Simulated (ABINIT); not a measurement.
Runs of ABINIT 10.8.3 (patched build) on ZrS2. It takes space group P-3m1 (No. 164, trigonal). The conventional cell has a = 3.691 Å, b = 3.691 Å, c = 6.041 Å, α = 90.00°, β = 90.00°, γ = 120.00°. Zr (site symmetry -3m) has 6 S at 2.57 Å as nearest neighbours. S (site symmetry 3m) is surrounded by 3 Zr at 2.57 Å. The cell is a database's computed one.

```tsv
task	level	potentials or basis	U	cell	k mesh	cutoff (eV)	smearing	double counting (usepawu)	k mesh for the DOS	fine-grid cutoff	cell freedom (optcell)	cutoff smearing ecutsm (Ha)	gap on the mesh (eV)	pressure (GPa)	largest force (eV/Å)
single point	PBE	SPMS NC PBE v1.0	-	as given	6 × 6 × 4	490	fixed	-	-	-	-	-	1.06	0.6	0.08
projected density of states	PBEsol+U	JTH PAW PBE v2.0	Zr d U = 2 eV	as given	8 × 8 × 5	544	fermi-dirac 0.05 eV	1	11 × 11 × 7	1088.46 eV	-	-	1.13	(a)	0.04
projected density of states	PBEsol+U	JTH PAW PBE v2.0	Zr d U = 6 eV	as given	8 × 8 × 5	544	fermi-dirac 0.05 eV	1	11 × 11 × 7	1088.46 eV	-	-	1.44	0.9	(c)
relaxation of cell and atoms	r2SCAN	JTH PAW PBE v2.0	-	relaxed	8 × 8 × 5	653	fermi-dirac 0.05 eV	-	-	1251.72 eV	2	0.5	1.41	0.0	-
projected density of states	PBEsol+U	JTH PAW PBE v2.0	Zr d U = 8 eV	as given	8 × 8 × 5	544	fermi-dirac 0.05 eV	1	11 × 11 × 7	1088.46 eV	-	-	1.60	2.1	0.33
projected density of states	PBEsol+U	JTH PAW PBE v2.0	Zr d U = 0 eV	as given	8 × 8 × 5	544	fermi-dirac 0.05 eV	1	11 × 11 × 7	1088.46 eV	-	-	(b)	-2.6	0.16
projected density of states	PBEsol+U	JTH PAW PBE v2.0	Zr d U = 4 eV	as given	8 × 8 × 5	544	fermi-dirac 0.05 eV	1	11 × 11 × 7	1088.46 eV	-	-	1.29	-0.3	0.08
single point	HSE06	SPMS NC PBE v1.0	-	as given	6 × 6 × 4	490	fixed	-	-	-	-	-	1.88	-0.4	0.09
```

Alike in all rows: no spin polarisation.

Problem. Estimate the missing entries.

Solution. (a) -1.4; (b) 0.98; (c) 0.20.

Caveats: this functional lacks dispersion, which binds the layers, so the pressure and a relaxed spacing across them are unreliable (some runs); the PAW data sets were made with another functional, which shifts forces and pressure a little (some runs); an odd mesh through Γ misses points on the zone boundary, where band edges often lie (some runs); Libxc's HSE differs a little from that of other programs (some runs); the potentials were made for another functional, which shifts forces and pressure (some runs).

A k mesh can miss the band edges, and the runs leave out spin-orbit coupling on Zr.
